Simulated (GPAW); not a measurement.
# ZnS (F-43m) in GPAW: settings compared, part 3 of 3

GPAW 26.7.0. Earlier steps stand in the parts before.

### Step 5. Equation of state, PBE

The input, run.py:

```python
from ase.eos import EquationOfState
from ase.io import Trajectory, read
from ase.units import GPa
from gpaw import GPAW, PW, setup_paths

setup_paths.insert(0, '.')

atoms = read('POSCAR')

traj = Trajectory('eos.traj', 'w')
volumes, energies = [], []
for x in [0.94, 0.96, 0.98, 1.0, 1.02, 1.04, 1.06]:
    a = atoms.copy()
    a.set_cell(atoms.cell * x**(1 / 3), scale_atoms=True)
    calc = GPAW(mode=PW(600),
                xc='PBE',
                kpts={'size': (7, 7, 7), 'gamma': True},
                occupations={'name': 'fermi-dirac', 'width': 0.05},
                nbands=18,
                convergence={'density': 1e-05, 'energy': 1e-05},
                maxiter=150,
                txt=f'eos-{x:.2f}.txt')
    a.calc = calc
    energies.append(a.get_potential_energy(force_consistent=True))
    volumes.append(a.get_volume())
    p = -a.get_stress()[:3].mean() / GPa
    calc.write(f'eos-{x:.2f}.gpw')
    traj.write(a)
    print(f'{x:.2f} {volumes[-1]:10.4f} A^3 {energies[-1]:14.6f} eV {p:9.3f} GPa', flush=True)

v0, e0, B = EquationOfState(volumes, energies, eos='birchmurnaghan').fit()
print(f'V0 = {v0:.4f} A^3, E0 = {e0:.6f} eV, B0 = {B / GPa:.2f} GPa')
```

The input, POSCAR:

```
ZnS
1.0
    0.0000000000      2.7020000000      2.7020000000
    2.7020000000      0.0000000000      2.7020000000
    2.7020000000      2.7020000000      0.0000000000
Zn S
1 1
Direct
    0.7500000000      0.7500000000      0.7500000000
    0.0000000000      0.0000000000      0.0000000000
```

Potentials or basis: PAW data sets generated in the run's folder for this functional, pw.

Command:

```console
$ gpaw-setup -f PBE S Zn
$ OMP_NUM_THREADS=1 python run.py
```

The log of the run:

```text
__  _  _
 | _ |_)|_||  |
 |__||  | ||/\| - 26.7.0

Input parameters:
  mode=PW(ecut=600.0),
  convergence={'density': 1e-05, 'energy': 1e-05},
  kpts=MonkhorstPack(size=(7, 7, 7), gamma=True),
  maxiter=150,
  nbands=18,
  occupations=Occupations(name='fermi-dirac', width=0.05),
  xc=XC(name='PBE')

Diagonalizing LCAO Hamiltonian
Converting LCAO to pw mode

                    Zn

       S

Atoms  # Å, Bohr magnetons
|   | symbol |        x |        y |        z |    initial magnetic moments |
|---|--------|----------|----------|----------|-----------------------------|
| 0 |     Zn | 3.970262 | 3.970262 | 3.970262 | ( 0.0000,  0.0000,  0.0000) |
| 1 |      S | 0.000000 | 0.000000 | 0.000000 | ( 0.0000,  0.0000,  0.0000) |

Unit cell  # Å
| periodic |        x |        y |        z |  lengths |    angles |
|----------|----------|----------|----------|----------|-----------|
|      yes | 0.000000 | 2.646842 | 2.646842 | 3.743199 | 60.000000 |
|      yes | 2.646842 | 0.000000 | 2.646842 | 3.743199 | 60.000000 |
|      yes | 2.646842 | 2.646842 | 0.000000 | 3.743199 | 60.000000 |

Number of symmetries: 24
Symmetry operations  # r_c * U_cc + t_c -> r_c
|    | kind |            matrix            |
|----|------|------------------------------|
|  0 |  E   |  1, 0, 0,  0, 1, 0,  0, 0, 1 |
|  1 |  σ   |  1, 0, 0,  0, 0, 1,  0, 1, 0 |
|  2 |  σ   |  1, 0,-1,  0, 1,-1,  0, 0,-1 |
|  3 |  C3  |  1, 0,-1,  0, 0,-1,  0, 1,-1 |
|  4 |  C3  |  1,-1, 0,  0,-1, 1,  0,-1, 0 |
|  5 |  σ   |  1,-1, 0,  0,-1, 0,  0,-1, 1 |
|  6 |  σ   |  0, 1, 0,  1, 0, 0,  0, 0, 1 |
|  7 |  C3  |  0, 1, 0,  0, 0, 1,  1, 0, 0 |
|  8 |  C2  |  0, 1,-1,  1, 0,-1,  0, 0,-1 |
[... 136 lines left out ...]
  ecut: 4800.0  # eV

xc functional:
  name: PBE with 2 nearest neighbor stencil

convergence criteria:
- Maximum integral of absolute [dens]ity change: 1e-05 electrons / valence electron
- Maximum [total energy] change in last 3 cyles: 1e-05 eV / valence electron
- Maximum integral of absolute [eigenst]ate change: 4e-08 eV^2 / valence electron
maximum number of iterations: 150

SCF iterations
|iter     | |      energy | eigst |  dens |
|---------|-|-------------|-------|-------|
|iter:   1| |   -7.227693 | -0.06 |       |
|iter:   2| |   -7.141243 | -1.77 | -1.18 |
|iter:   3| |   -6.855158 | -1.52 | -1.23 |
|iter:   4| |   -6.856547 | -2.67 | -1.78 |
|iter:   5| |   -6.858314 | -3.63 | -2.23 |
|iter:   6| |   -6.858312 | -4.47 | -3.06 |
|iter:   7| |   -6.858337c| -5.30 | -3.55 |
|iter:   8| |   -6.858346c| -5.84 | -3.88 |
|iter:   9| |   -6.858346c| -8.19c| -5.02c|

Converged in 9 steps
Energy contributions relative to reference atoms: (reference = -59718.947564)

Energy contributions:
  Kinetic:          14.434134
  Coulomb:         -11.905840
  Zero:              0.043216
  External:          0.000000
  Xc:               -9.429856
  Entropy:          -0.000000
  Spinorbit:         0.000000
  ----------------------------
  Free energy:      -6.858346
  Extrapolated:     -6.858346

dipole moment: (-14.202435, -14.202435, -14.202435)  # |e|*Ang

Fermi level: 5.388
Eigenvalues  # (at kpt = [0.000, 0.000, 0.000])
| band index |      eig [eV] | occ [0-2] |
|------------|---------------|-----------|
|          0 |        -9.134 |     2.000 |
|          1 |        -2.127 |     2.000 |
|          2 |        -2.127 |     2.000 |
|          3 |        -2.127 |     2.000 |
|          4 |        -1.558 |     2.000 |
|          5 |        -1.558 |     2.000 |
[... 10 lines left out ...]
|         16 |        19.199 |     0.000 |
|         17 |        19.199 |     0.000 |

Gap: 2.376 eV
Transition (v -> c):
  (s=0, k=0, n=8, [0.00, 0.00, 0.00]) -> (s=0, k=0, n=9, [0.00, 0.00, 0.00])
No difference between direct/indirect transitions

Stress tensor  # eV/Ang^3
|         x |         y |         z |
|-----------|-----------|-----------|
| -0.044280 | -0.000000 | -0.000000 |
| -0.000000 | -0.044280 |  0.000000 |
| -0.000000 |  0.000000 | -0.044280 |

# Writing to eos-0.94.gpw (mode='')
```

stdout:

```text
0.94    37.0863 A^3      -6.858346 eV     7.094 GPa
0.96    37.8754 A^3      -6.888514 eV     5.075 GPa
0.98    38.6645 A^3      -6.909257 eV     3.260 GPa
1.00    39.4535 A^3      -6.921533 eV     1.629 GPa
1.02    40.2426 A^3      -6.926151 eV     0.162 GPa
1.04    41.0317 A^3      -6.923913 eV    -1.157 GPa
1.06    41.8208 A^3      -6.915520 eV    -2.343 GPa
V0 = 40.3680 A^3, E0 = -6.926238 eV, B0 = 70.03 GPa
```

Wall time 69 s (1 thread of Arm Neoverse V2, shared host); peak memory 0.22 GiB.

What came out:

| Property | Result |
| --- | --- |
| Equilibrium volume | 20.18 Å³/atom |
| Bulk modulus | 70 GPa |
| Pressure derivative of the bulk modulus | 4.4 |

Energy against volume, from the lowest point:
| volume (Å³/atom) | energy (meV/atom) |
| --- | --- |
| 18.543 | 33.90 |
| 18.938 | 18.82 |
| 19.332 | 8.45 |
| 19.727 | 2.31 |
| 20.121 | 0.00 |
| 20.516 | 1.12 |
| 20.910 | 5.32 |

PBE usually gives volumes a little too large and moduli too small.

### Step 6. Band structure, AM05

The input, run.py:

```python
from ase.dft.bandgap import bandgap
from ase.io import read, write
from ase.units import GPa
from gpaw import GPAW, PW, setup_paths

setup_paths.insert(0, '.')

atoms = read('ZnS.cif')

calc = GPAW(mode=PW(600),
            xc='AM05',
            kpts={'size': (7, 7, 7), 'gamma': True},
            occupations={'name': 'fermi-dirac', 'width': 0.05},
            nbands=18,
            convergence={'density': 1e-05, 'energy': 1e-05},
            maxiter=150,
            txt='gpaw.txt')
atoms.calc = calc
energy = atoms.get_potential_energy()
forces = atoms.get_forces()
stress = atoms.get_stress()
calc.write('gs.gpw')
write('result.traj', atoms)
print(f'Energy: {energy:.6f} eV')
print('Forces (eV/A):')
print(forces.round(4))
print('Stress (GPa):', (stress / GPa).round(3))
print('Fermi level:', round(calc.get_fermi_level(), 4), 'eV')
print(f'Gap: {bandgap(calc)[0]:.4f} eV, direct: {bandgap(calc, direct=True)[0]:.4f} eV')

path = atoms.cell.bandpath('GXWKGLUWLK,UX', npoints=60, eps=1e-4)
bs_calc = calc.fixed_density(kpts=path, symmetry='off', nbands=28,
                             convergence={'bands': 'CBM+6.0', 'eigenstates': 1e-6}, txt='bands.txt')
bs = bs_calc.band_structure()
bs.write('bs.json')
print(f'Gap on the path: {bandgap(bs_calc)[0]:.4f} eV')
```

The input, ZnS.cif:

```cif
data_ZnS
_cell_length_a 3.82120505
_cell_length_b 3.82120505
_cell_length_c 3.82120505
_cell_angle_alpha 60.00000000
_cell_angle_beta 60.00000000
_cell_angle_gamma 60.00000000
_space_group_name_H-M_alt 'P1'
_space_group_name_Hall 'P 1'
_space_group_IT_number 1
loop_
_space_group_symop_operation_xyz
'x,y,z'
loop_
_atom_site_label
_atom_site_type_symbol
_atom_site_symmetry_multiplicity
_atom_site_Wyckoff_symbol
_atom_site_fract_x
_atom_site_fract_y
_atom_site_fract_z
_atom_site_occupancy
Zn1 Zn 1 a 0.7500000000 0.7500000000 0.7500000000 1
S1 S 1 a 0.0000000000 0.0000000000 0.0000000000 1
```

Potentials or basis: PAW data sets generated in the run's folder for this functional, pw.

Command:

```console
$ gpaw-setup -f AM05 S Zn
$ OMP_NUM_THREADS=1 python run.py
```

It took 31 s on 1 thread of Arm Neoverse V2, shared host; peak memory 0.22 GiB.

Results (log left out):

* Free energy: -7.1874 eV
* Pressure: -1.3 GPa
* Band gap on the k mesh: 2.09 eV, direct
* Band gap along the path: 2.09 eV, direct

Levels at the corners of the path, in eV from the valence-band top:
| point | band 6 | band 7 | band 8 | band 9 | band 10 | band 11 | band 12 | band 13 |
| --- | --- | --- | --- | --- | --- | --- | --- | --- |
| Γ | -5.90 | 0.00 | 0.00 | 0.00 | 2.09 | 6.31 | 6.31 | 6.31 |
| X | -5.67 | -4.59 | -2.23 | -2.23 | 3.36 | 4.03 | 10.94 | 11.88 |
| W | -5.48 | -4.61 | -2.76 | -2.73 | 5.66 | 6.00 | 7.80 | 8.16 |
| K | -5.54 | -4.64 | -3.13 | -1.81 | 4.08 | 5.92 | 9.33 | 9.69 |
| Γ | -5.90 | 0.00 | 0.00 | 0.00 | 2.09 | 6.31 | 6.31 | 6.31 |
| L | -5.68 | -5.31 | -0.87 | -0.87 | 3.27 | 6.84 | 6.84 | 8.85 |
| U | -5.54 | -4.64 | -3.13 | -1.81 | 4.08 | 5.92 | 9.33 | 9.69 |
| W | -5.48 | -4.61 | -2.76 | -2.73 | 5.66 | 6.00 | 7.80 | 8.16 |
| L | -5.68 | -5.31 | -0.87 | -0.87 | 3.27 | 6.84 | 6.84 | 8.85 |
| K | -5.54 | -4.64 | -3.13 | -1.81 | 4.08 | 5.92 | 9.33 | 9.69 |
| U | -5.54 | -4.64 | -3.13 | -1.81 | 4.08 | 5.92 | 9.33 | 9.69 |
| X | -5.67 | -4.59 | -2.23 | -2.23 | 3.36 | 4.03 | 10.94 | 11.88 |

### Step 7. Summary

| task | level | potentials or basis | band path | band points | gap on the mesh (eV) | pressure (GPa) | V0 of scaled cells (Å³/atom) | B0 (GPa) |
| --- | --- | --- | --- | --- | --- | --- | --- | --- |
| equation of state | PBEint | PAW data sets generated in the run's folder for this functional, pw | - | - | - | - | 19.59 | 75 |
| band structure | PW91 | PAW data sets generated in the run's folder for this functional, pw | GXWKGLUWLK,UX | 60 | 2.07 | 1.2 | - | - |
| equation of state | revPBE+D4 | the program's PAW data sets (release 1.2.1) made for this functional, pw | - | - | - | - | 19.30 | 77 |
| equation of state | PBE | PAW data sets generated in the run's folder for this functional, pw | - | - | - | - | 20.18 | 70 |
| band structure | AM05 | PAW data sets generated in the run's folder for this functional, pw | GXWKGLUWLK,UX | 60 | 2.09 | -1.3 | - | - |

Alike in all rows: no spin polarisation; cell as given; k mesh 7 × 7 × 7; cutoff (eV) 600; smearing fermi-dirac 0.05 eV.

Absolute energies hang on the potentials; compare differences alone.

### Step 8. Comparison with measurements

Step 2. Measured bulk modulus of ZnS: 76.9 GPa (quoted in “Electronic, vibrational, and thermodynamic properties of ZnS (zincblende and rocksalt structure)”, 2009, arxiv:0911.5022). This calculation gives 75 GPa (-2.8 %). The fit is for a static lattice scaled at fixed shape and fixed fractional positions.

Step 3. A measured gap of ZnS is 3.85 eV (direct; 19 K; quoted in “Electronic, vibrational, and thermodynamic properties of ZnS (zincblende and rocksalt structure)”, 2009, arxiv:0911.5022); the calculated 2.07 eV misses it by -1.78 eV. The value is that of PW91, without temperature or zero-point motion. Semilocal functionals fall short of measured gaps as a rule.

Step 4. A measured bulk modulus of ZnS is 76.9 GPa (quoted in “Electronic, vibrational, and thermodynamic properties of ZnS (zincblende and rocksalt structure)”, 2009, arxiv:0911.5022); the calculated 77 GPa misses it by -0.1 %. The fit is for a static lattice scaled at fixed shape and fixed fractional positions.

Step 5. Measured bulk modulus of ZnS: 76.9 GPa (quoted in “Electronic, vibrational, and thermodynamic properties of ZnS (zincblende and rocksalt structure)”, 2009, arxiv:0911.5022). This calculation gives 70 GPa (-8.9 %). The fit is for a static lattice scaled at fixed shape and fixed fractional positions.

Step 6. A measured gap of ZnS is 3.85 eV (direct; 19 K; quoted in “Electronic, vibrational, and thermodynamic properties of ZnS (zincblende and rocksalt structure)”, 2009, arxiv:0911.5022); the calculated 2.09 eV misses it by -1.76 eV. The value is that of AM05, without temperature or zero-point motion. Semilocal functionals fall short of measured gaps as a rule.
